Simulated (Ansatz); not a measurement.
BiTe under pressure

Level of theory: DFT PBEsol, scalar-relativistic, plane waves, PAW in Ansatz 0.2.0. Settings: 420 eV plane-wave cutoff, Γ-centred 12×12×12 mesh, Fermi-Dirac smearing of 0.15 eV. No spin polarisation. Phonons by linear response, acoustic sum rule imposed.

Relaxed structure:
```cif
data_structure
_symmetry_space_group_name_H-M 'Fm-3m'
_symmetry_Int_Tables_number 225
_cell_length_a 6.4012
_cell_length_b 6.4012
_cell_length_c 6.4012
_cell_angle_alpha 90.000
_cell_angle_beta 90.000
_cell_angle_gamma 90.000
_cell_volume 262.29
loop_
_atom_site_label
_atom_site_type_symbol
_atom_site_symmetry_multiplicity
_atom_site_Wyckoff_symbol
_atom_site_fract_x
_atom_site_fract_y
_atom_site_fract_z
_atom_site_occupancy
Bi1 Bi 4 a 0.00000 0.00000 0.00000 1
Te1 Te 4 b 0.50000 0.00000 0.00000 1
```

In a metal, frequencies and elastic constants depend on the k mesh and the smearing, soft modes and shear constants most. Spin–orbit coupling is left out, which matters for heavy elements.

Task: The cell is relaxed again at 5 and 15 GPa. How do volume, gap and optical modes at Γ (cm⁻¹, counted from the lowest optical one; a degenerate one stands once) change?

Result:
```
          0 GPa  5 GPa  15 GPa
    V/V0  1.000  0.925   0.832
gap (eV)   0.00   0.00    0.00
  mode 1     97    120     152
```